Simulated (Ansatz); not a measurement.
## Ba on Co(0001): change of the work function: cost of one run

Ansatz 0.2.0; plane-wave DFT, PBE, Ansatz PAW. The cell holds 4 atoms.

File input.yaml:

```yaml
crystal:
  lattice:
    - [2.51, 0.0, 0.0]
    - [1.255, 2.1737237635, 0.0]
    - [0.0, 0.0, 24.10683]
  atoms:
    - { symbol: Co, position: [0.6666666667, 0.6666666667, 0.3733381784], spin: 1.7 }
    - { symbol: Co, position: [0.0, 0.0, 0.4577793928], spin: 1.7 }
    - { symbol: Co, position: [0.6666666667, 0.6666666667, 0.5422206072], spin: 1.7 }
    - { symbol: Co, position: [0.0, 0.0, 0.6266618216], spin: 1.7 }
magnetization:
  spin_polarized: true
kpoints:
  mp_grid: { grid: [14, 14, 1] }
hamiltonian:
  xc: pbe
scf:
  occupations: { method: fermi_dirac, width: 0.1 }
  convergence: { dr2_threshold: 1.0e-08 }
efield:
  axis: 3
  dipole_correction: true
  ramp_position: 0.97
  ramp_width: 0.06
relax:
  f_tol: 0.02
  max_steps: 60
  constraints: [{ sites: [0, 1] }]
output:
  write_potential: true
  write_density: true
  volumetric_format: npy
```

The run is started by

```sh
ansatz run input.yaml --threads 4 --pin off --max-ram 12288MiB --backend cpu --events-out ev --progress --plain --runs-dir out
```

The cutoff in use is 420 eV. For reference, a run of the same kind (17 atoms, 16 k-points, 187 bands, 11,773 plane waves and two spins; 115 SCF cycles) took 32 min and 4.5 GiB on the same hardware.

**Question.** How long does this run take on 4 threads of Arm Neoverse V1, shared host, and how much memory does it need?

A cutoff of 420 eV is a sphere of radius 10.5 Å⁻¹, so a cell of 132 Å³ holds about V·G³/6π² = 2,570 plane waves. Symmetry cuts the 14×14×1 mesh from 196 to 24 points. The run has 24 k-points, 45 bands, 2,559 plane waves and two spins. Taking the work of a cycle as k-points × spins × bands × plane waves, that is 0.078 times the reference, or 2.5 min at the reference's 115 cycles. The run needed 52 SCF cycles over 4 ionic steps, which makes it about 67 s. One copy of the wavefunctions takes 0.082 GiB at 16 bytes a coefficient, against 1 GiB in the reference; grids, projectors and work arrays come on top. Measured: about 44 s, with a peak of 0.55 GiB. The run was quicker than this simple count says.

[Logs are printed without paths, hosts, clocks, repeated set-up lines and the standing remarks that a program may print on its own settings, such as how far it seeks lower states.]

[Hosts, paths, dates, database ids (printed as entryN), source tags and the programs' standing remarks are cut or masked in the printed files.]

[Maps of the electrostatic potential energy from Ansatz leave out the sawtooth potential of an applied field or a dipole correction, so their vacuum need not be flat; planar profiles and work functions include it.]
